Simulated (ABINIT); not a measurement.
The system is SnO2.

```xyz
6
Lattice="-2.0001 2.0001 5.1237 2.0001 -2.0001 5.1237 2.0001 2.0001 -5.1237" Properties=species:S:1:pos:R:3 pbc="T T T"
Sn    0.0000    0.0000    0.0000
Sn    0.0000    2.0001    2.5618
O     0.0000    2.0001    0.4767
O     0.0000    0.0000    2.0851
O     0.0000    2.0001    4.6469
O     0.0000    0.0000    8.1623
```

Measurements of this composition are mostly on another form, of space group No. 136.

Base run:

* Program: ABINIT 10.8.3 (patched build)
* Functional: LDA
* Potentials or basis: JTH PAW LDA v2.0
* Cutoff: 626 eV
* k mesh: 9 × 9 × 9
* Occupations: fermi-dirac, width 0.05 eV
* Spin: no spin polarisation

Its results: band gap on the k mesh 1.48 eV, indirect (least direct gap 1.87 eV); pressure -4.7 GPa; largest force 0.211 eV/Å.

Question: The run is repeated on the same cell with these changes: functional from LDA to PBEsol; potentials or basis from JTH PAW LDA v2.0 to JTH PAW PBE v2.0. What comes out?

Answer: Band gap on the k mesh 1.55 eV, indirect (least direct gap 1.94 eV); pressure -0.1 GPa; largest force 0.099 eV/Å.

Caveats: spin-orbit coupling is left out, which moves the levels of the heavy elements; the atomic spheres overlap; the PAW data sets were made with another functional, which shifts forces and pressure a little (some runs).
